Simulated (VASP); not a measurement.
# Sn (Fd-3m) in VASP: settings compared

One crystal, Sn, is run at these levels: PBE0, HSE06; tasks: band structure.

Everything below comes from runs of VASP 6.6.1. Logs are shortened: lines on timing, memory, paths and dates and some standing lists are left out, and cuts for length are marked.

**1. Starting point**

The structure is cubic, space group Fd-3m (No. 227). The conventional cell has a = 6.537 Å, b = 6.537 Å, c = 6.537 Å, α = 90.00°, β = 90.00°, γ = 90.00°. Sn (site symmetry -43m) has 4 Sn at 2.83 Å as nearest neighbours.

This isn't the form of Sn at room conditions, which is tetragonal (white tin).

**2. Band structure, PBE0**

Contents of POSCAR:

```
Sn                                      
1.0
    0.0000000000      3.2685833779      3.2685833779
    3.2685833779      0.0000000000      3.2685833779
    3.2685833779      3.2685833779      0.0000000000
  Sn            
     2
Direct
     0.0000000000000000    0.0000000000000000    0.0000000000000000
     0.2500000000000000    0.2500000000000000    0.2500000000000000
```

Contents of INCAR.step1:

```
SYSTEM = Sn
PREC = Accurate
ENCUT = 520
EDIFF = 1E-5
ISMEAR = 0
SIGMA = 0.03
LREAL = .FALSE.
LASPH = .TRUE.
NELM = 80
ALGO = Normal
ISIF = 2
LWAVE = .TRUE.
LCHARG = .FALSE.
NBANDS = 21
KPAR = 4
GGA = PE
```

Contents of INCAR.step2:

```
SYSTEM = Sn
PREC = Accurate
ENCUT = 520
EDIFF = 1E-6
ISMEAR = 0
SIGMA = 0.03
LREAL = .FALSE.
LASPH = .TRUE.
NELM = 80
ALGO = Normal
ISIF = 2
LWAVE = .FALSE.
LCHARG = .FALSE.
GGA = PE
LHFCALC = .TRUE.
AEXX = 0.25
PRECFOCK = Fast
HFRCUT = -1
NBANDS = 21
KPAR = 4
ISTART = 1
```

Contents of KPOINTS:

```
Automatic mesh
0
G
  6 6 6
  0 0 0
```

Contents of KPOINTS_OPT:

```
explicit points
9
Reciprocal
 0.0000000000  0.0000000000  0.0000000000 1
 0.3750000000  0.3750000000  0.7500000000 1
 0.5000000000  0.5000000000  0.5000000000 1
 0.6250000000  0.2500000000  0.6250000000 1
 0.5000000000  0.2500000000  0.7500000000 1
 0.5000000000  0.0000000000  0.5000000000 1
 0.4000000000  0.0000000000  0.4000000000 1
 0.4250000000  0.0000000000  0.4250000000 1
 0.4500000000  0.0000000000  0.4500000000 1
```

Potentials or basis: VASP PAW PBE potentials, release 64 (Sn_d).

The run is started by

```bash
$ cat potpaw_PBE.64/Sn_d/POTCAR > POTCAR
$ cp INCAR.step1 INCAR
$ mpirun -np 4 vasp_std > vasp.out
$ cp INCAR.step2 INCAR
$ mpirun -np 4 vasp_std > vasp.out
```

OUTCAR:

```text
SYSTEM = Sn
   PREC = Accurate
   ENCUT = 520
   EDIFF = 1E-6
   ISMEAR = 0
   LREAL = .FALSE.
   LASPH = .TRUE.
   NELM = 80
   ISIF = 2
   GGA = PE
   LHFCALC = .TRUE.
   AEXX = 0.25
   PRECFOCK = Fast
   ISTART = 1

 ion  position               nearest neighbor table
   1  0.000  0.000  0.000-   2 2.83   2 2.83   2 2.83   2 2.83
   2  0.250  0.250  0.250-   1 2.83   1 2.83   1 2.83   1 2.83

  LATTYP: Found a face centered cubic cell.
 ALAT       =     6.5371667558

  Lattice vectors:

 A1 = (   0.0000000000,   3.2685833779,   3.2685833779)
 A2 = (   3.2685833779,   0.0000000000,   3.2685833779)
 A3 = (   3.2685833779,   3.2685833779,   0.0000000000)

Analysis of symmetry for initial positions (statically):
=====================================================================
 Subroutine PRICEL returns:
 Original cell was already a primitive cell.

 Routine SETGRP: Setting up the symmetry group for a
 face centered cubic supercell.

 Subroutine GETGRP returns: Found 48 space group operations
 (whereof 24 operations were pure point group operations)
 out of a pool of 48 trial point group operations.

The static configuration has the point symmetry T_d .
 The point group associated with its full space group is O_h .

Analysis of symmetry for dynamics (positions and initial velocities):
=====================================================================
 Subroutine PRICEL returns:
 Original cell was already a primitive cell.

 Routine SETGRP: Setting up the symmetry group for a
 face centered cubic supercell.

 Subroutine GETGRP returns: Found 48 space group operations
 (whereof 24 operations were pure point group operations)
 out of a pool of 48 trial point group operations.

The dynamic configuration has the point symmetry T_d .
 The point group associated with its full space group is O_h .

 Subroutine INISYM returns: Found 48 space group operations
 (whereof 24 operations are pure point group operations),
 and found     1 'primitive' translations

----------------------------------------------------------------------------------------

                                     Primitive cell

  volume of cell :      69.8407

  direct lattice vectors                    reciprocal lattice vectors
     0.000000000  3.268583378  3.268583378    -0.152971469  0.152971469  0.152971469
     3.268583378  0.000000000  3.268583378     0.152971469 -0.152971469  0.152971469
     3.268583378  3.268583378  0.000000000     0.152971469  0.152971469 -0.152971469

  length of vectors
[... 80 lines left out ...]
   ISYM   =      3    0-nonsym 1-usesym 2-fastsym
   POTIM  = 0.5000    time-step for ionic-motion
   TEBEG  =    0.0;   TEEND  =   0.0 temperature during run
   PSTRESS=    0.0 pullay stress
   NELECT =      28.0000    total number of electrons
   NUPDOWN=      -1.0000    fix difference up-down
   EMIN   =  10.00;   EMAX   =-10.00  energy-range for DOS
   EFERMI =   0.00;   METHOD = LEGACY
   ISMEAR =     0;   SIGMA  =   0.03  broadening in eV -4-tet -1-fermi 0-gaus
   EFERMI_NEDOS =   21; number of points for ismear=-14 and -15
   IALGO  =     38    algorithm
   IMIX   =      1    mixing-type and parameters
     AMIX     =   0.40;   BMIX     =  1.00
     AMIX_MAG =   1.60;   BMIX_MAG =  1.00
  volume/ion in A,a.u.               =      34.92       235.65
  Fermi-wavevector in a.u.,A,eV,Ry     =   1.207141  2.281165 19.826260  1.457189
  Thomas-Fermi vector in A             =   2.342787
   LORBIT       =      0    0 simple, 1 ext, 2 COOP (PROOUT), +10 PAW based schemes
   GGA     = PE    functional components
   LHFCALC =     T    Hartree Fock is set to
   PRECFOCK=fast      Normal, Fast or Accurate (Low or Medium for compatibility)
   ENCUT4O =  -1.0   cutoff for four orbital integrals eV
   NKREDX  =     1    reduce k-point grid by
   NKREDY  =     1    reduce k-point grid by
   NKREDZ  =     1    reduce k-point grid by
   AEXX    =    0.2500 exact exchange contribution
   HFSCREEN=    0.0000 screening length (either q_TF or 0.3 A-1)
   HFSCREENC=   0.0000 screening length for correlation (either q_TF or 0.3 A-1)
   ENCUTFOCK=  -1.0 apply spherical cutoff to Coloumb kernel
   IVDW    =     0    specifies the selected vdW correction
   LEPSILON=     F    determine dielectric tensor
   LRPA    =     F    only Hartree local field effects (RPA)
 non-spin polarized calculation
 Gauss-broadening in eV      SIGMA  =   0.03
  energy-cutoff  :      520.00
  volume of cell :       69.84
 maximum number of plane-waves:      1895
 NGX is ok and might be reduce to    36
  NGX = 20; NGY = 20; NGZ = 20

 number of electron      27.9999987 magnetization

 Free energy of the ion-electron system (eV)
  ---------------------------------------------------
  ext. energy  EPLUGINS =         0.00000000
  ---------------------------------------------------
  free energy    TOTEN  =        -9.99319574 eV

  energy without entropy =       -9.99319574  energy(sigma->0) =       -9.99319574

 E-fermi :   5.1527     XC(G=0):  -6.9633

 val. band max:        4.9506117721   @ k =   0.0000   0.0000   0.0000
 cond. band min:       5.2957292228   @ k =   0.0000   0.0000   0.0000
 fundamental gap:      0.3451174507
 Fermi energy:         5.1526934632

 k-point     1 :       0.0000    0.0000    0.0000
  band No.  band energies     occupation
      1     -19.0252      2.00000
      2     -19.0236      2.00000
      3     -19.0221      2.00000
      4     -18.9681      2.00000
      5     -18.9670      2.00000
      6     -18.6664      2.00000
[... 373 lines left out ...]
     20      15.4057      0.00000
     21      16.5871      0.00000

------------------------ aborting loop because EDIFF is reached ----------------------------------------

  FORCE on cell =-STRESS in cart. coord.  units (eV):
  Direction    XX          YY          ZZ          XY          YZ          ZX
  --------------------------------------------------------------------------------------
  -------------------------------------------------------------------------------------
  Total        0.0838527      0.0838527      0.0838527      0.0000000      0.0000000     -0.0000000
  in kB        1.9236183      1.9236183      1.9236183      0.0000000      0.0000000     -0.0000000
  external PRESSURE =       1.9236183 kB  Pullay stress =       0.0000000 kB

 VOLUME and BASIS-vectors are now :
 -----------------------------------------------------------------------------
  energy-cutoff  :      520.00
  volume of cell :       69.84
      direct lattice vectors                 reciprocal lattice vectors
     0.000000000  3.268583378  3.268583378    -0.152971469  0.152971469  0.152971469
     3.268583378  0.000000000  3.268583378     0.152971469 -0.152971469  0.152971469
     3.268583378  3.268583378  0.000000000     0.152971469  0.152971469 -0.152971469

 POSITION                                       TOTAL-FORCE (eV/Angst)
 -----------------------------------------------------------------------------------
      0.00000      0.00000      0.00000        -0.000000     -0.000000     -0.000000
      1.63429      1.63429      1.63429         0.000000      0.000000      0.000000
 -----------------------------------------------------------------------------------
    total drift:                               -0.000012      0.000030     -0.000003

  FREE ENERGIE OF THE ION-ELECTRON SYSTEM (eV)
  ---------------------------------------------------
  free  energy   TOTEN  =        -9.9931957376 eV

  energy  without entropy=       -9.9931957376  energy(sigma->0) =       -9.99319574
```

OSZICAR.step1:

```text
N       E                     dE             d eps       ncg     rms          rms(c)
DAV:   1     0.225457946085E+03    0.22546E+03   -0.14568E+04   692   0.188E+03
DAV:   2     0.161372220864E+02   -0.20932E+03   -0.20499E+03   672   0.440E+02
DAV:   3    -0.691327900904E+01   -0.23051E+02   -0.22930E+02   767   0.139E+02
DAV:   4    -0.766122008891E+01   -0.74794E+00   -0.74760E+00   767   0.276E+01
DAV:   5    -0.769098970801E+01   -0.29770E-01   -0.29769E-01  1006   0.518E+00    0.314E+00
DAV:   6    -0.765077292088E+01    0.40217E-01   -0.26444E-02   917   0.203E+00    0.184E+00
DAV:   7    -0.763187276891E+01    0.18900E-01   -0.44413E-02   727   0.215E+00    0.162E-01
DAV:   8    -0.763379567915E+01   -0.19229E-02   -0.56938E-03   747   0.826E-01    0.519E-02
DAV:   9    -0.763422985473E+01   -0.43418E-03   -0.54387E-04   730   0.149E-01    0.126E-02
DAV:  10    -0.763424811762E+01   -0.18263E-04   -0.32205E-05   669   0.480E-02    0.579E-03
DAV:  11    -0.763425330863E+01   -0.51910E-05   -0.93531E-06   586   0.255E-02
   1 F= -.76342533E+01 E0= -.76340966E+01  d E =-.313439E-03
```

It took 45 min on 4 MPI ranks of Intel Xeon Platinum 8259CL at 2.50GHz (Skylake/Cascade Lake), shared host; peak memory 0.27 GiB.

Results:

* Free energy: -9.9932 eV
* Pressure: 0.2 GPa
* Band gap on the k mesh: 0.35 eV, direct
* Band gap along the path: 0.35 eV, direct

Levels at points of the mesh, in eV from the valence-band top:
| k point | band 10 | band 11 | band 12 | band 13 | band 14 | band 15 | band 16 | band 17 | band 18 | band 19 |
| --- | --- | --- | --- | --- | --- | --- | --- | --- | --- | --- |
| (0.00, 0.00, 0.00) | -23.60 | -11.78 | -0.12 | 0.00 | 0.00 | 0.35 | 3.21 | 3.21 | 3.21 | 6.17 |
| (0.50, 0.00, 0.00) | -23.56 | -9.99 | -7.02 | -1.32 | -1.32 | 0.89 | 4.34 | 4.34 | 6.84 | 9.77 |
| (0.50, 0.50, 0.00) | -23.54 | -8.37 | -8.36 | -2.79 | -2.79 | 1.77 | 1.77 | 9.20 | 9.21 | 10.70 |

Caveat: the PAW data sets were made with another functional, which shifts forces and pressure a little; spin-orbit coupling is left out, which moves the levels of the heavy elements.

**3. Band structure, HSE06, spin-orbit coupling, no magnetisation**

Contents of POSCAR:

```
Sn                                      
1.0
    0.0000000000      3.2685833788      3.2685833788
    3.2685833788      0.0000000000      3.2685833788
    3.2685833788      3.2685833788      0.0000000000
  Sn            
     2
Direct
     0.0000000000000000    0.0000000000000000    0.0000000000000000
     0.2500000000000000    0.2500000000000000    0.2500000000000000
```

Contents of INCAR.step1:

```
SYSTEM = Sn
PREC = Accurate ; ENCUT = 520
EDIFF = 1E-5 ; ISMEAR = 0
SIGMA = 0.03 ; LREAL = .False.
LASPH = .True. ; NELM = 80
ALGO = Normal ; ISIF = 2
LWAVE = .True. ; LCHARG = .False.
LNONCOLLINEAR = .True. ; MAGMOM = 0 0 0 0 0 0
LORBIT = 11 ; LSORBIT = .True.
GGA_COMPAT = .False. ; NBANDS = 42
KPAR = 2 ; GGA = PE
```

Contents of INCAR.step2:

```
SYSTEM = Sn
PREC = Accurate ; ENCUT = 520
EDIFF = 1E-6 ; ISMEAR = 0
SIGMA = 0.03 ; LREAL = .False.
LASPH = .True. ; NELM = 80
ALGO = Normal ; ISIF = 2
LWAVE = .False. ; LCHARG = .False.
LNONCOLLINEAR = .True. ; MAGMOM = 0 0 0 0 0 0
LORBIT = 11 ; LSORBIT = .True.
GGA_COMPAT = .False. ; GGA = PE
LHFCALC = .True. ; HFSCREEN = 0.2
PRECFOCK = Fast ; NBANDS = 42
KPAR = 2 ; ISTART = 1
```

Contents of KPOINTS:

```
regular mesh
0
Gamma
  4 4 4
  0 0 0
```

KPOINTS_OPT is that of step 2.

Potentials or basis: VASP PAW PBE potentials, release 64 (Sn_d).

The run is started by

```bash
$ cat potpaw_PBE.64/Sn_d/POTCAR > POTCAR
$ cp INCAR.step1 INCAR
$ mpirun -np 2 vasp_ncl > vasp.out
$ cp INCAR.step2 INCAR
$ mpirun -np 2 vasp_ncl > vasp.out
```

It took 57 min on 2 MPI ranks of Intel Xeon Platinum 8488C (Sapphire Rapids), shared host; peak memory 0.48 GiB.

It converged, with:

* Free energy: -9.0057 eV
* Pressure: 0.8 GPa
* Valence electrons inside the program's atomic spheres: Sn 12.39

Caveat: the k mesh is coarse (spacing up to 0.42 Å⁻¹), so the values aren't converged, least of all with exact exchange; the PAW data sets were made with another functional, which shifts forces and pressure a little.

**4. Band structure, HSE06, spin-orbit coupling, no magnetisation**

Contents of POSCAR:

```
Sn                                      
1.0
    0.0000000000      3.2685833785      3.2685833785
    3.2685833785      0.0000000000      3.2685833785
    3.2685833785      3.2685833785      0.0000000000
  Sn            
     2
Direct
     0.0000000000000000    0.0000000000000000    0.0000000000000000
     0.2500000000000000    0.2500000000000000    0.2500000000000000
```

Contents of INCAR.step1:

```
SYSTEM = Sn
PREC     = Accurate       ! precision mode
ENCUT    = 520            ! plane-wave cutoff, eV
EDIFF    = 1E-5           ! SCF threshold, eV
ISMEAR   = 0              ! smearing method
SIGMA    = 0.03           ! smearing width, eV
LREAL    = .False.        ! projectors in reciprocal space
LASPH    = .True.         ! aspherical terms in the spheres
NELM     = 80             ! most SCF steps
ALGO     = Normal         ! electronic algorithm
ISIF     = 2              ! what is computed and relaxed
LWAVE    = .True.         ! write WAVECAR
LCHARG   = .False.        ! write CHGCAR
MAGMOM   = 0 0 0 0 0 0    ! initial moments
LORBIT   = 11             ! projections on sites
LSORBIT  = .True.         ! spin-orbit coupling
GGA_COMPAT= .False.      
NBANDS   = 42             ! bands
KPAR     = 8            
GGA      = PE             ! functional
```

Contents of INCAR.step2:

```
SYSTEM = Sn
PREC     = Accurate       ! precision mode
ENCUT    = 520            ! plane-wave cutoff, eV
EDIFF    = 1E-6           ! SCF threshold, eV
ISMEAR   = 0              ! smearing method
SIGMA    = 0.03           ! smearing width, eV
LREAL    = .False.        ! projectors in reciprocal space
LASPH    = .True.         ! aspherical terms in the spheres
NELM     = 80             ! most SCF steps
ALGO     = Normal         ! electronic algorithm
ISIF     = 2              ! what is computed and relaxed
LWAVE    = .False.        ! write WAVECAR
LCHARG   = .False.        ! write CHGCAR
MAGMOM   = 0 0 0 0 0 0    ! initial moments
LORBIT   = 11             ! projections on sites
LSORBIT  = .True.         ! spin-orbit coupling
GGA_COMPAT= .False.      
GGA      = PE             ! functional
LHFCALC  = .True.         ! exact exchange
HFSCREEN = 0.2            ! screening, 1/A
PRECFOCK = Fast         
NBANDS   = 42             ! bands
KPAR     = 8            
ISTART   = 1
```

Contents of KPOINTS:

```
Automatic mesh
0
Gamma
  4 4 4
  0 0 0
```

KPOINTS_OPT is that of step 3.

The run is started by

```bash
$ cat potpaw_PBE.64/Sn_d/POTCAR > POTCAR
$ cp INCAR.step1 INCAR
$ mpirun -np 8 vasp_ncl > vasp.out
$ cp INCAR.step2 INCAR
$ mpirun -np 8 vasp_ncl > vasp.out
```

Wall time 9.8 min (8 MPI ranks of Intel Xeon 6975P-C (Granite Rapids), shared host); peak memory 0.52 GiB.

It converged, with:

```
Free energy                                           : -9.0057 eV
Pressure                                              : 0.8 GPa
Valence electrons inside the program's atomic spheres : Sn 12.39
```

Caveat: the k mesh is coarse (spacing up to 0.42 Å⁻¹), so the values aren't converged, least of all with exact exchange; the PAW data sets were made with another functional, which shifts forces and pressure a little.
